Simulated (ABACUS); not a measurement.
A run of ABACUS 3.10.1 is set up as follows.

The input INPUT:

```
INPUT_PARAMETERS
suffix              MgO
calculation         scf
basis_type          pw
pseudo_dir          ./
symmetry            1
dft_functional      MGGA_X_R2SCAN+MGGA_C_R2SCAN
ecutwfc             97
pseudo_rcut         10
nspin               1
nbands              18
ks_solver           dav
smearing_method     fd
smearing_sigma      0.00367493
scf_thr             1e-08
scf_nmax            100
mixing_type         broyden
mixing_beta         0.7
cal_force           1
cal_stress          1
mixing_tau          1
out_chg             1
out_pot             2
out_elf             1
```

STRU

```
ATOMIC_SPECIES
Mg 24.3050 Mg_ONCV_PBE-1.2.upf
O 15.9990 O_ONCV_PBE-1.2.upf

LATTICE_CONSTANT
1.8897261246

LATTICE_VECTORS
0.0000000000 2.0970013927 2.0970013927
2.0970013927 0.0000000000 2.0970013927
2.0970013927 2.0970013927 0.0000000000

ATOMIC_POSITIONS
Direct

Mg
0.0
1
0.0000000000 0.0000000000 0.0000000000 1 1 1

O
0.0
1
0.5000000000 0.5000000000 0.5000000000 1 1 1
```

Contents of KPT:

```
K_POINTS
0
Gamma
7 7 7 0 0 0
```

Potentials or basis: SG15 ONCV 1.2 PBE, plane waves.

The run is started by

```sh
$ OMP_NUM_THREADS=1 mpirun -np 4 abacus > log
```

Problem. Predict the band gap on the k mesh.

Solution. 5.67 eV, direct.

Problem. Predict the pressure.

Solution. 1.4 GPa.

Caveat: the potentials were made for another functional, which shifts forces and pressure.

**What was measured.**

From “Electronic structure of alkaline earth and post-transition metal oxides”, 2009, arxiv:0908.1581, for a bulk crystal of MgO: band gap 7.83 eV.

Measured gap of MgO: 7.83 eV (quoted in “Electronic structure of alkaline earth and post-transition metal oxides”, 2009, arxiv:0908.1581). This calculation gives 5.67 eV (-2.16 eV). The value is that of r2SCAN, without temperature or zero-point motion. The cell is a database's relaxed one, not the measured one, which moves gaps too.
